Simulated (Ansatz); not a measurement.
Input and command of a calculation in Ansatz (plane waves; scalar-relativistic PAW potentials unless the input names others):

```yaml
crystal:
  lattice:
    - [0.0, 2.3090118768, 2.3090118768]
    - [2.3090118768, 0.0, 2.3090118768]
    - [2.3090118768, 2.3090118768, 0.0]
  atoms:
    - { symbol: Li, position: [0.25, 0.25, 0.25] }
    - { symbol: Li, position: [0.75, 0.75, 0.75] }
    - { symbol: O, position: [0.0, 0.0, 0.0] }
basis:
  ecutwfc: 500
kpoints:
  mp_grid: { grid: [8, 8, 8] }
hamiltonian:
  xc: r2scan
  hubbard: { sites: [{ species: Li, l: f, u_eff: 30.0 }] }
scf:
  occupations: { method: gaussian, width: 0.02 }
  max_iter: 100
output:
  forces: true
  eigenvalues: true
  stress: true
```

```bash
ansatz run input.yaml --threads 1 --pin off --max-ram 2560MiB --backend cpu --events-out ev --progress --plain --runs-dir out
```

Q: Will this input run?

A: The program refuses it, because of a U on a shell that isn't there (hamiltonian.hubbard: not typed → {"sites": [{"species": "Li", "l": "f", "u_eff": 30.0}]}). Without that key it is accepted.

Abridged log:
```
Error: inconsistent input (hamiltonian.hubbard.sites[].l, hamiltonian.hubbard.sites[].shell): the file of Li doesn't list 4f, and it can't be added: PBE doesn't bind the shell 4f of the free atom, whose level lies at +0.99 eV. Type an atom or ion with it (hamiltonian.pseudopotentials.projection_atoms), take another file or name another shell
```